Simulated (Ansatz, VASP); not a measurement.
## BAs in two plane-wave programs

One calculation is typed for both programs; each brings its own data sets and cutoff. How far apart do they land?

Main program and level: Ansatz 0.2.0; plane waves, with VASP 6.6.1 beside it; band structure at PBE.

### Step 1. Set-up

It takes space group F-43m (No. 216, cubic). The conventional cell has a = 4.777 Å, b = 4.777 Å, c = 4.777 Å, α = 90.00°, β = 90.00°, γ = 90.00°. Nearest to B lie 4 As at 2.07 Å. As has 4 B at 2.07 Å nearest. Farther neighbours are not listed.

### Step 2. Ansatz: band structure, PBE

Ansatz runs on its default PAW (the set named soft_2) files.

The same path points are solved in both programs, so levels can be compared one by one.

input.yaml reads:

```yaml
crystal:
  lattice:
    - [0.0, 2.3885, 2.3885]
    - [2.3885, 0.0, 2.3885]
    - [2.3885, 2.3885, 0.0]
  atoms:
    - { symbol: B, position: [0.0, 0.0, 0.0] }
    - { symbol: As, position: [0.25, 0.25, 0.25] }
hamiltonian:
  xc: pbe
  pseudopotentials: { kind: paw }
kpoints:
  mp_grid: { grid: [4, 4, 4] }
  band_path:
    path:
      - [0.0, 0.0, 0.0]
      - [0.18182, 0.0, 0.18182]
      - [0.36364, 0.0, 0.36364]
      - [0.40909, 0.0, 0.40909]
      - [0.5, 0.0, 0.5]
      - [0.5, 0.09091, 0.59091]
      - [0.5, 0.18182, 0.68182]
      - [0.5, 0.25, 0.75]
      - [0.45455, 0.29545, 0.75]
      - [0.40909, 0.34091, 0.75]
      - [0.375, 0.375, 0.75]
      - [0.20455, 0.20455, 0.40909]
      - [0.06818, 0.06818, 0.13636]
      - [0.04545, 0.04545, 0.04545]
      - [0.22727, 0.22727, 0.22727]
      - [0.40909, 0.40909, 0.40909]
      - [0.51136, 0.47727, 0.51136]
      - [0.55682, 0.38636, 0.55682]
      - [0.60227, 0.29545, 0.60227]
      - [0.61364, 0.25, 0.63636]
      - [0.56818, 0.25, 0.68182]
      - [0.51136, 0.25, 0.73864]
      - [0.5, 0.29545, 0.70455]
      - [0.5, 0.38636, 0.61364]
      - [0.5, 0.47727, 0.52273]
      - [0.47727, 0.47727, 0.54545]
      - [0.43182, 0.43182, 0.63636]
      - [0.38636, 0.38636, 0.72727]
      - [0.60227, 0.20455, 0.60227]
      - [0.55682, 0.11364, 0.55682]
      - [0.5, 0.0, 0.5]
    npoints: 1
scf:
  occupations: { method: gaussian, width: 0.01 }
  n_extra_bands: 7
output:
  forces: true
  stress: true
  eigenvalues: true
  write_density: true
  write_potential: true
  elf: true
  volumetric_format: npy
```

Command:

```
$ ansatz run input.yaml --threads 2 --pin off --max-ram 4608MiB --backend cpu --events-out ev --progress --plain --runs-dir out
```

Numbers of over 12 decimals in the logs are rounded to 6 here.

Log:

```text
scf.n_extra_bands = 7 over 9 filled bands (N_el = 18.0): the run solves 16 bands
Engine: ansatz 0.2.0, x86_64-unknown-linux-gnu
Pseudopotentials: kind: paw
Pseudopotential: B, paw, valence charge 3, recommended cutoff 420 eV (normal), B.paw.azcp
Pseudopotential: As, paw, valence charge 15, recommended cutoff 420 eV (normal), As.paw.azcp
Functional definition: PBE
  parameter kappa = 0.804
  parameter beta = 0.066725
  exchange = pbe_x(kappa = kappa, mu = beta*pi^2/3)
  correlation = pbe_c(beta = beta)
Crystal: 2 atoms, lattice volume = 27.252 Å³
Basis set: ecut = 420 eV, 531 PW (Γ), exchange–correlation on 48×48×48 points (8 copies of the dense FFT grid, shifted against one another)
Bands: 16, of which v1, the nominal top of the filled ones, is band 9 counted from 1 (8 counted from 0)
Symmetry: 24 space group operations
Space group: F-43m (ITA 216), of the structure as read, at distance tolerance 3.0e-5 Å
k-points: 8 of 64 (time reversal used)
Non-local potential: B, projectors of the file, l = 0: 2, l = 1: 2, l = 2: 1
Non-local potential: As, projectors of the file, l = 0: 2, l = 1: 2, l = 2: 3, l = 3: 1
PAW form: soft (Blöchl's): semilocal exchange-correlation on the pseudo side does not see the compensation charge
PAW one-centre angular grid: B, 110 points (default); XC on 64 Gauss nodes
PAW one-centre angular grid: As, 590 points (default); XC on 64 Gauss nodes
Initial density: superposition of atomic densities (neutral atoms: chi_scale 0, normalization atom), corrected by the library's trained network
Initial wavefunctions: pseudopotential atomic-orbital guess
Functional: x = pbe(κ = 0.804, μ = 0.219515), c = pbe(β = 0.066725)
SCF iter   1: F=—  HF=-5011.922527 eV  |F-HF|=—  |Δ(HF+E_count)|=         —  Δρ=2.35e-3  dr2=1.86e-3  ethr=1.77e-3  ⟨swp⟩=6.0  Hψ=696  notcnv=0
preconditioner: auto → none  [insulator: Δε(μ)=1.443 eV  Ē_g=15.662 eV  σ=0.010 eV  W_gap=1.00  n_scr=8 (ndim 8)  ℏωp=20.1 eV  f_vac=0.001  D(μ)=0.00/eV (n_scr^D=0)  ε∞_Penn≈2.7]
SCF iter   2: F=—  HF=-5011.922136 eV  |F-HF|=—  |Δ(HF+E_count)|=   3.92e-4  Δρ=1.19e-3  dr2=4.36e-4  ethr=1.03e-5  ⟨swp⟩=2.1  Hψ=249  notcnv=0  defer=20
SCF iter   3: F=—  HF=-5011.922144 eV  |F-HF|=—  |Δ(HF+E_count)|=   7.61e-6  Δρ=2.36e-4  dr2=2.10e-5  ethr=2.42e-6  ⟨swp⟩=2.5  Hψ=210  notcnv=0  defer=20
SCF iter   4: F=—  HF=-5011.922123 eV  |F-HF|=—  |Δ(HF+E_count)|=   2.05e-5  Δρ=1.02e-4  dr2=2.93e-6  ethr=1.17e-7  ⟨swp⟩=2.0  Hψ=180  notcnv=0  defer=20
iter 5 did not close the SCF: its close was put off for the readings that it lacked (scf_convergence_deferred on its scf_iter line)
SCF iter   5: F=-5011.922123 eV  HF=-5011.922123 eV  |F-HF|=8.17e-8  |Δ(HF+E_count)|=   1.87e-7  Δρ=1.67e-5  dr2=5.71e-8  ethr=1.63e-8  ⟨swp⟩=2.6  Hψ=177  notcnv=0  defer=20
SCF iter   6: F=-5011.922123 eV  HF=-5011.922123 eV  |F-HF|=7.59e-9  |Δ(HF+E_count)|=   1.02e-7  Δρ=4.46e-6  dr2=6.75e-9  ethr=3.17e-10  ⟨swp⟩=8.0  Hψ=740  notcnv=0
SCF 1 converged in 6 iterations: F = -5011.922123 eV  dr2 = 6.75e-9
  greatest PAW one-centre occupation: 0.999 electrons in one spin orbital (limit 2), on the As atom at site 1 (counted from 0), in its partial waves of l = 2
NSCF: frozen V_eff on 31 k-points
SCF converged after 6 iterations
Free energy (F): -5011.922123 eV
Harris-Foulkes:  -5011.922123 eV  (|F-HF|=7.59e-9)
Internal energy: -5011.922123 eV  (E = F + TS)
E sigma→0 (E₀):  -5011.922123 eV
Fermi energy:    11.876135 eV
--- Per-component energies (eV) ---
  E_band       = -209.399157
  E_kinetic    = 152.838597
  E_local      = -1694.949794  (includes V_loc(G=0)·N_el)
  E_nonlocal   = -657.978888
  E_hartree    = 940.832497
  E_xc         = -111.461866
  E_vxc        = -117.709504  (∫ρ·V_xc dr)
  E_paw        = -1915.427678  (= ΣΔE_a)
  E_vpaw       = 226.732998  (= ΣTr[D̂ρ^β])
  E_aug_tail   = 0.000007  (compensation charges beyond the density's cutoff)
  E_ewald      = -1725.774997
  E_smearing   = -0.000000  (= −TS)
  E_closure    = 0.000000  (closes the sum)
  Σ components = -5011.922123   (vs F -5011.922123, Δ=0.00e0)
--- Forces (eV/Å), atoms counted from 1 ---
  atom   1  B      0.00000000    -0.00000000    -0.00000000
  atom   2  As    -0.00000000    -0.00000000     0.00000000
  max |Σ_I F_I| component: 5.92e-16 eV/Å
--- Stress (GPa, compression-positive) ---
        3.368929       0.000000      -0.000000
        0.000000       3.368929       0.000000
       -0.000000       0.000000       3.368929
  P = ⅓ Tr σ = 3.3689 GPa (33.689 kbar)
--- Band table (eV; the first three rows and the last of 8) ---
  k-point 0: bands = [... 5 lower, -4.2502, 11.1650, 11.1650, 11.1650, 14.4294, 14.4294, 14.4294, 15.8417, ... 3 higher]
  k-point 1: bands = [... 5 lower, -3.2481, 6.2221, 10.0135, 10.0135, 14.2240, 15.8104, 15.8104, 19.0706, ... 3 higher]
  k-point 2: bands = [... 5 lower, -1.3782, 2.3752, 9.3407, 9.3407, 13.8497, 15.9414, 15.9414, 20.0424, ... 3 higher]
  k-point 7: bands = [... 5 lower, 0.0929, 3.1083, 5.6692, 5.9669, 16.4228, 17.1040, 17.9664, 18.1978, ... 3 higher]
```

Elapsed: 1.8 s, on 2 threads of Intel Xeon Platinum 8375C at 2.90GHz (Ice Lake), shared host; peak memory 0.33 GiB; 1.1 s of CPU time.

### Step 3. VASP: band structure, PBE

The same cell, functional, mesh and smearing now go to VASP, with its own data sets and cutoff.

Lines of VASP's logs that name or quote its potential files are left out, and so is its time.

INCAR reads:

```
SYSTEM = BAs
PREC = Accurate
ENCUT = 340
EDIFF = 1E-08
NELM = 100
ISMEAR = 0
SIGMA = 0.01
LREAL = .FALSE.
ALGO = Normal
GGA = PE
NBANDS = 10
LORBIT = 11
LWAVE = .TRUE.
LCHARG = .FALSE.
KPAR = 8
```

POSCAR reads:

```
BAs
1.0
    0.0000000000      2.3885000000      2.3885000000
    2.3885000000      0.0000000000      2.3885000000
    2.3885000000      2.3885000000      0.0000000000
B As
1 1
Direct
    0.0000000000      0.0000000000      0.0000000000
    0.2500000000      0.2500000000      0.2500000000
```

KPOINTS reads:

```
Automatic mesh
0
Gamma
4 4 4
0 0 0
```

KPOINTS_OPT reads:

```
Line mode
12
Line-mode
Reciprocal
  0.00000000   0.00000000   0.00000000 GAMMA
  0.50000000   0.00000000   0.50000000 X

  0.50000000   0.00000000   0.50000000 X
  0.50000000   0.25000000   0.75000000 W

  0.50000000   0.25000000   0.75000000 W
  0.37500000   0.37500000   0.75000000 K

  0.37500000   0.37500000   0.75000000 K
  0.00000000   0.00000000   0.00000000 GAMMA

  0.00000000   0.00000000   0.00000000 GAMMA
  0.50000000   0.50000000   0.50000000 L

  0.50000000   0.50000000   0.50000000 L
  0.62500000   0.25000000   0.62500000 U

  0.62500000   0.25000000   0.62500000 U
  0.50000000   0.25000000   0.75000000 W

  0.50000000   0.25000000   0.75000000 W
  0.50000000   0.50000000   0.50000000 L

  0.50000000   0.50000000   0.50000000 L
  0.37500000   0.37500000   0.75000000 K

  0.62500000   0.25000000   0.62500000 U
  0.50000000   0.00000000   0.50000000 X
```

The projector-augmented-wave data sets are B_GW and As_GW (PBE family, release 64).

Command:

```
$ mpirun -np 8 vasp_std
```

Log:

```text
[banner, memory and clock lines left out]
running    8 mpi-ranks, on    1 nodes
 distrk:  each k-point on    1 cores,    8 groups
 distr:  one band on    1 cores,    1 groups

 POSCAR found type information on POSCAR B As
 POSCAR found :  2 types and       2 ions
|                                                                             |
|           W    W    AA    RRRRR   N    N  II  N    N   GGGG   !!!           |
|           W    W   A  A   R    R  NN   N  II  NN   N  G    G  !!!           |
|           W    W  A    A  R    R  N N  N  II  N N  N  G       !!!           |
|           W WW W  AAAAAA  RRRRR   N  N N  II  N  N N  G  GGG   !            |
|           WW  WW  A    A  R   R   N   NN  II  N   NN  G    G                |
|           W    W  A    A  R    R  N    N  II  N    N   GGGG   !!!           |
|                                                                             |
|     For optimal performance we recommend to set                             |
|       NCORE = 2 up to number-of-cores-per-socket                            |
|     NCORE specifies how many cores store one orbital (NPAR=cpu/NCORE).      |
|     This setting can greatly improve the performance of VASP for DFT.       |
|     The default, NCORE=1 might be grossly inefficient on modern             |
|     multi-core architectures or massively parallel machines. Do your        |
|     Unfortunately you need to use the default for GW and RPA                |
|     calculations (for HF NCORE is supported but not extensively tested      |
|     yet).                                                                   |
|                                                                             |

 LDA part: xc-table for (Slater+PW92), standard interpolation
 POSCAR, INCAR and KPOINTS ok, starting setup
 FFT: planning ... GRIDC
 FFT: planning ... GRID_SOFT
 FFT: planning ... GRID
 WAVECAR not read
 entering main loop
       N       E                     dE             d eps       ncg     rms          rms(c)
DAV:   1     0.118093416752E+02    0.11809E+02   -0.31488E+03   160   0.562E+02
DAV:   2    -0.113920672409E+02   -0.23201E+02   -0.21390E+02   254   0.115E+02
DAV:   3    -0.119181062803E+02   -0.52604E+00   -0.52557E+00   196   0.150E+01
DAV:   4    -0.119212718738E+02   -0.31656E-02   -0.31654E-02   230   0.146E+00
DAV:   5    -0.119212811245E+02   -0.92507E-05   -0.92505E-05   190   0.550E-02    0.412E+00
DAV:   6    -0.112900356098E+02    0.63125E+00   -0.18749E+00   234   0.709E+00    0.175E+00
DAV:   7    -0.112282848365E+02    0.61751E-01   -0.18252E-01   210   0.237E+00    0.773E-01
DAV:   8    -0.112205996809E+02    0.76852E-02   -0.23284E-02   182   0.965E-01    0.827E-02
DAV:   9    -0.112210376481E+02   -0.43797E-03   -0.78054E-04   196   0.177E-01    0.454E-02
DAV:  10    -0.112212088527E+02   -0.17120E-03   -0.25186E-04   188   0.111E-01    0.948E-03
DAV:  11    -0.112212076859E+02    0.11668E-05   -0.97799E-06   188   0.179E-02    0.446E-03
DAV:  12    -0.112212085152E+02   -0.82930E-06   -0.26217E-06   190   0.109E-02    0.669E-04
DAV:  13    -0.112212085030E+02    0.12168E-07   -0.74807E-08   190   0.190E-03    0.328E-04
DAV:  14    -0.112212086483E+02   -0.14530E-06   -0.14364E-08   162   0.657E-04    0.763E-05
DAV:  15    -0.112212086293E+02    0.19018E-07   -0.14090E-09   116   0.255E-04    0.298E-05
DAV:  16    -0.112212086096E+02    0.19716E-07   -0.22521E-10   110   0.112E-04    0.638E-06
DAV:  17    -0.112212086120E+02   -0.24230E-08   -0.14865E-11   110   0.354E-05
   1 F= -.11221209E+02 E0= -.11221209E+02  d E =-.239161E-50
 Start KPOINTS_OPT (optional k-point list driver)
k-point batch [1-8\120]
       N       E                     dE             ncg
DAV:   1     0.259353676134E+03   -0.27811E+03      160
DAV:   2     0.785218575335E+02   -0.18083E+03      260
DAV:   3     0.729185534242E+02   -0.56033E+01      184
DAV:   4     0.728737789268E+02   -0.44774E-01      206
DAV:   5     0.728729521824E+02   -0.82674E-03      186
DAV:   6     0.728729301903E+02   -0.21992E-04      228
DAV:   7     0.728729295247E+02   -0.66554E-06      188
DAV:   8     0.728729294944E+02   -0.30331E-07      190
DAV:   9     0.728729294925E+02   -0.18751E-08      126
[...]
k-point batch [113-120\120]
       N       E                     dE             ncg
DAV:   1     0.958146244817E+02   -0.20385E+04      160
DAV:   2    -0.528574356342E+02   -0.14867E+03      268
DAV:   3    -0.548791270244E+02   -0.20217E+01      220
DAV:   4    -0.548838529911E+02   -0.47260E-02      236
DAV:   5    -0.548838844042E+02   -0.31413E-04      222
DAV:   6    -0.548838844728E+02   -0.68601E-07      220
DAV:   7    -0.548838844737E+02   -0.96402E-09      232
 writing wavefunctions
```

OUTCAR, selected parts (step 3):

```text
ion  position               nearest neighbor table
   1  0.000  0.000  0.000-   2 2.07   2 2.07   2 2.07   2 2.07
   2  0.250  0.250  0.250-   1 2.07   1 2.07   1 2.07   1 2.07

  LATTYP: Found a face centered cubic cell.
 ALAT       =     4.7770000000

 Subroutine GETGRP returns: Found 24 space group operations
 (whereof 24 operations were pure point group operations)

The static configuration has the point symmetry T_d .

 Found      8 irreducible k-points:

   k-points           NKPTS =      8   k-points in BZ     NKDIM =      8   number of bands    NBANDS=     10

   dimension x,y,z NGX =    20 NGY =   20 NGZ =   20
   dimension x,y,z NGXF=    40 NGYF=   40 NGZF=   40

   ENCUT  =  340.0 eV  24.99 Ry    5.00 a.u.   5.08  5.08  5.08*2*pi/ulx,y,z

   NELECT =       8.0000    total number of electrons

 k-points in reciprocal lattice and weights: Automatic mesh
   0.00000000  0.00000000  0.00000000       0.016
   0.25000000  0.00000000  0.00000000       0.125
   0.50000000  0.00000000  0.00000000       0.062
   0.25000000  0.25000000  0.00000000       0.094
   0.50000000  0.25000000  0.00000000       0.375
  -0.25000000  0.25000000  0.00000000       0.188
   0.50000000  0.50000000  0.00000000       0.047
  -0.25000000  0.50000000  0.25000000       0.094

 average (electrostatic) potential at core
       1 -26.6777       2 -48.6973

 E-fermi :   6.3123

 k-point     1 :       0.0000    0.0000    0.0000
  band No.  band energies     occupation
      1      -9.2128      2.00000
      2       6.2082      2.00000
      3       6.2082      2.00000
      4       6.2082      2.00000
      5       9.4600      0.00000
      6       9.4600      0.00000
      7       9.4600      0.00000
      8      10.8657      0.00000
      9      15.7677      0.00000
    ...

 k-point     2 :       0.2500    0.0000    0.0000
  band No.  band energies     occupation
      1      -8.2101      2.00000
      2       1.2568      2.00000
      3       5.0546      2.00000
      4       5.0546      2.00000
      5       9.2513      0.00000
      6      10.8380      0.00000
      7      10.8380      0.00000
      8      14.0956      0.00000
      9      17.4094      0.00000
    ...

 k-point     3 :       0.5000    0.0000    0.0000
  band No.  band energies     occupation
      1      -6.3374      2.00000
      2      -2.5969      2.00000
      3       4.3806      2.00000
      4       4.3806      2.00000
      5       8.8770      0.00000
      6      10.9633      0.00000
      7      10.9633      0.00000
      8      15.0601      0.00000
      9      18.9166      0.00000
    ...

  Total        0.5942043      0.5942043      0.5942043      0.0000000      0.0000000      0.0000000
  in kB       34.9333821     34.9333821     34.9333821      0.0000000      0.0000000      0.0000000
  external PRESSURE =      34.9333821 kB  Pullay stress =       0.0000000 kB

  energy-cutoff  :      340.00
  volume of cell :       27.25
      direct lattice vectors                 reciprocal lattice vectors
     0.000000000  2.388500000  2.388500000    -0.209336404  0.209336404  0.209336404
     2.388500000  0.000000000  2.388500000     0.209336404 -0.209336404  0.209336404
     2.388500000  2.388500000  0.000000000     0.209336404  0.209336404 -0.209336404

 POSITION                                       TOTAL-FORCE (eV/Angst)
 -----------------------------------------------------------------------------------
      0.00000      0.00000      0.00000         0.000000     -0.000000      0.000000
      1.19425      1.19425      1.19425        -0.000000      0.000000     -0.000000
 -----------------------------------------------------------------------------------
    total drift:                                0.000001      0.000001      0.000000

  FREE ENERGIE OF THE ION-ELECTRON SYSTEM (eV)
  ---------------------------------------------------
  free  energy   TOTEN  =       -11.2212086120 eV

  energy  without entropy=      -11.2212086120  energy(sigma->0) =      -11.22120861

 total charge
# of ion       s       p       d       tot
------------------------------------------
    1        0.621   1.142   0.000   1.763
    2        1.141   1.644   0.086   2.871
--------------------------------------------------
tot          1.762   2.786   0.086   4.635

[... 3 further parts left out ...]
```

The run ends at a pressure of 3.49 GPa.

### Step 4. Side by side

Known differences besides the potentials themselves: the data sets hold 18 valence electrons in Ansatz (default PAW (the set named soft_2) files) and 8 in VASP; the cutoff is 420 eV in Ansatz and 340 eV in VASP; VASP leaves aspherical gradient terms in its spheres out (LASPH is not set), Ansatz keeps them. Total energies have different zeros and are not compared.

Both answers:

```csv
quantity,Ansatz,VASP,difference
gap over the path points (eV),1.172,1.156,+0.016
```

Levels at points of the path, from each program's valence-band top (eV; 3 filled, then empty):

```csv
k (reciprocal lattice),Ansatz,VASP
0.000 0.000 0.000,0.00 0.00 0.00 3.26 3.26 3.26,0.00 0.00 0.00 3.25 3.25 3.25
0.182 0.000 0.182,-2.61 -1.91 -1.91 2.12 5.52 5.95,-2.61 -1.91 -1.91 2.10 5.50 5.93
0.364 0.000 0.364,-6.59 -3.67 -3.67 1.20 2.69 9.76,-6.60 -3.67 -3.67 1.18 2.67 9.72
0.409 0.000 0.409,-7.49 -3.90 -3.90 1.17 2.15 10.56,-7.50 -3.90 -3.90 1.16 2.13 10.53
0.500 0.000 0.500,-8.53 -4.08 -4.08 1.42 1.44 11.39,-8.54 -4.09 -4.09 1.40 1.42 11.35
0.500 0.091 0.591,-8.41 -4.53 -4.47 2.25 2.31 10.44,-8.43 -4.54 -4.47 2.23 2.30 10.40
0.500 0.182 0.682,-8.16 -5.26 -5.04 4.12 4.38 8.27,-8.18 -5.27 -5.05 4.10 4.36 8.24
0.500 0.250 0.750,-8.06 -5.50 -5.20 5.26 5.94 6.80,-8.07 -5.51 -5.21 5.23 5.92 6.78
0.455 0.295 0.750,-8.08 -5.72 -4.64 4.00 5.69 7.59,-8.09 -5.73 -4.65 3.98 5.66 7.57
0.409 0.341 0.750,-8.13 -5.91 -3.78 2.47 5.57 8.72,-8.14 -5.92 -3.79 2.46 5.55 8.69
```

Among the levels compared at these points, filled levels agree within 18 meV and empty ones within 41 meV. Not compared: the pressure (VASP's GW data sets at this cutoff don't carry it).

### Step 5. Results

| Item | Value |
| --- | --- |
| difference in gap over the path points (band structure, PBE) | 0.016 eV |

The difference in gap over the path points is 0.016 eV (band structure, PBE), within the 0.08 eV picked in this series as the mark of a large difference. Such differences can come from data sets, numerical settings and the points named under the comparisons, not from the functional's error against experiment.

[Lines on the potential files, build, host, timing and source positions are cut from VASP's logs without a mark.]

[Logs are printed without paths, hosts, clocks, repeated set-up lines and the standing remarks that a program may print on its own settings, such as how far it seeks lower states.]

[Hosts, paths, dates, database ids (printed as entryN), source tags and the programs' standing remarks are cut or masked in the printed files.]
